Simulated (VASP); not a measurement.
LiH: single point with PBE

Crystal: LiH.

```
Li H
1.0
     2.81255    0.00000    0.00000
    -1.40627    2.43574    0.00000
     0.00000    0.00000   11.84181
Li H
5 5
Direct
  0.00000 0.00000 0.79298
  0.00000 0.00000 0.00000
  0.00000 0.00000 0.20702
  0.33333 0.66667 0.40230
  0.66667 0.33333 0.59770
  0.33333 0.66667 0.69541
  0.66667 0.33333 0.89658
  0.33333 0.66667 0.10342
  0.66667 0.33333 0.30459
  0.00000 0.00000 0.50000
```

The cell was built by a generator and needn't be a form met in nature.

* Program: VASP 6.6.1
* Task: single point
* Functional: PBE
* Potentials or basis: VASP PAW PBE potentials, release 64 (Li_sv, H)
* Cutoff: 520 eV
* k mesh: 11 × 11 × 3
* Occupations: fermi-dirac, width 0.05 eV
* Spin: no spin polarisation
* Further INCAR settings: ALGO = Normal; EDIFF = 1e-07; NBANDS = 21

```json
{"Band gap on the k mesh": "3.59 eV, indirect (least direct gap 3.65 eV)"}
```

Forces on the atoms (eV/Å):
```
Li   0.000  0.000 -0.003
Li   0.000  0.000  0.000
Li   0.000  0.000  0.003
Li   0.000  0.000  0.001
Li   0.000  0.000 -0.001
H    0.000  0.000  0.001
H    0.000  0.000  0.000
H    0.000  0.000  0.000
H    0.000  0.000 -0.001
H    0.000  0.000  0.000
```

Levels at points of the mesh, in eV from the valence-band top:
| k point | band 7 | band 8 | band 9 | band 10 | band 11 | band 12 | band 13 | band 14 |
| --- | --- | --- | --- | --- | --- | --- | --- | --- |
| (0.00, 0.00, 0.00) | -4.70 | -4.61 | -3.15 | -3.13 | 5.54 | 5.72 | 10.74 | 10.79 |

Wall time 77 s on 1 thread of Intel(R) Xeon(R) 6975P-C (Granite Rapids) (shared host), peak memory 0.28 GiB.

Caveat: an odd mesh through Γ misses points on the zone boundary, where band edges often lie. As with any semilocal functional, this PBE gap is likely too small.
